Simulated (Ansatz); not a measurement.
# Guessed and relaxed cells of SiC

The guess for SiC was made by a generator: 4-connected net, two elements alternating (P6_222, No. 180). Its size is a rough estimate.

start:

Space group P6_222 (No. 180). a = 2.947 Å, b = 2.947 Å, c = 6.455 Å, α = 90.00°, β = 90.00°, γ = 120.00°
```tsv
atom	site	symmetry	x	y	z
Si	3d	222	0.0000	0.5000	0.1667
C	3c	222	0.5000	0.5000	0.3333
```

Method: Ansatz 0.2.0, DFT PBE, scalar-relativistic, plane waves, PAW. Cutoff 420 eV, Gaussian smearing, Γ-centred meshes. Cell and atoms relax first on a coarse mesh and then on a converged one. In between, the cell is made exact in the group found at 0.06 Å. The steps can't lower the symmetry of their start. No spin polarisation.

end:

Space group P6_222 (No. 180). a = 3.085 Å, b = 3.085 Å, c = 7.062 Å, α = 90.00°, β = 90.00°, γ = 120.00°
```tsv
atom	site	symmetry	x	y	z
Si	3d	222	0.0000	0.5000	0.1667
C	3c	222	0.5000	0.5000	0.3333
```

The symmetry stays P6_222 (No. 180). The volume per atom grows by 19.9 %, from 8.1 to 9.7 Å³. The shortest distance goes from 1.82 Å (Si–C) to 1.94 Å (Si–C). The energy falls by about 0.29 eV/atom (the start's value is from the coarse mesh).

For SiC, the volume per atom is 9.70 Å³. The density is 3.43 g/cm³. The formation energy is +0.362 eV/atom and the gap on the 12×12×4 mesh of the 6-atom cell is 0.87 eV.

Energies over the elements count from the elements' standard structures at the same level, with no fitted energy shifts. It can't be a ground state, since the elements alone are lower.

The last run used Gaussian smearing of 0.02 eV. Kohn–Sham gaps at this level usually fall short of measured ones. The reference form of C is held partly by dispersion forces, which this level lacks. Symmetry constrained the relaxation, so the result can be a saddle point. In all, the 3 runs took 55 s on 1 thread of Arm Neoverse V1 (shared host). Another cell of SiC relaxed alike, in P4_2/ncm, lies 213 meV/atom lower, so this cell isn't the stable form at this level.
